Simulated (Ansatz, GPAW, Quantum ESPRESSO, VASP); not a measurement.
# Ag: 10 runs at one level of theory

```
Ag
1.0
     0.00000    2.04275    2.04275
     2.04275    0.00000    2.04275
     2.04275    2.04275    0.00000
Ag
1
Direct
  0.00000 0.00000 0.00000
```

Alike in all runs: task band structure; functional PBE; k mesh 11 × 11 × 11; occupations fermi-dirac, width 0.05 eV; no spin polarisation; no spin-orbit coupling. Pressure is positive in compression and, in plane waves, holds the error of the finite cutoff.

```tsv
program and potentials	plane-wave cutoff (eV)	notes	pressure (GPa)
VASP, PBE PAW files Ag, release 54, 520 eV	520	11 valence electrons an atom on average	4.26
Ansatz, all-electron LAPW, scalar-relativistic	-	-	4.40
GPAW, GPAW PAW data sets (gpaw-data 1.2.1), other valence	600	11 valence electrons an atom on average	5.90
VASP, PBE PAW files Ag_GW, 550 eV	550	11 valence electrons an atom on average	4.07
Quantum ESPRESSO, GBRV 1.5 PBE	612	19 valence electrons an atom on average	3.42
Quantum ESPRESSO, PseudoDojo 0.4.1 SR PBE standard	1116	19 valence electrons an atom on average	4.26
Quantum ESPRESSO, Ansatz NC SR PBE	966	19 valence electrons an atom on average	4.42
GPAW, GPAW PAW data sets (gpaw-data 1.2.1)	600	17 valence electrons an atom on average	4.33
VASP, PBE PAW files Ag, 500 eV	500	11 valence electrons an atom on average	4.38
GPAW, SG15 ONCV 1.2	1100	19 valence electrons an atom on average	4.64
```

The pressure spans 3.42 (Quantum ESPRESSO, GBRV 1.5 PBE) to 5.90 GPa (GPAW, GPAW PAW data sets (gpaw-data 1.2.1), other valence), with all-electron results at 4.40.

The functional is the same throughout but for its coding, so the spread measures potentials, basis and numerics; runs on potential files found faulty are left out.

All runs put silver under compression at this volume, so PBE would favour a larger cell. The lattice used is close to the experimental one, and the positive pressure reflects the functional's known tendency to underbind the heavier late transition and noble metals. In silver the filled 4d shell adds little net covalent bonding, and cohesion rests largely on the sp electrons and their hybridisation with the d states. Missing dispersion attraction between the polarisable d shells probably contributes to the overexpansion.

The sign of the pressure is insensitive to the choice of potential, but its size is not. Valence count alone does not order the results: the VASP runs with 11 electrons lie close to the all-electron 4.40 GPa, whereas the GPAW set with the same count gives 5.90 GPa, and the GBRV run falls to 3.42 GPa despite treating 19 electrons. Freezing the semicore states is therefore not in itself enough to cause a large error. A pressure at a single volume fixes neither the equilibrium lattice constant nor the bulk modulus.
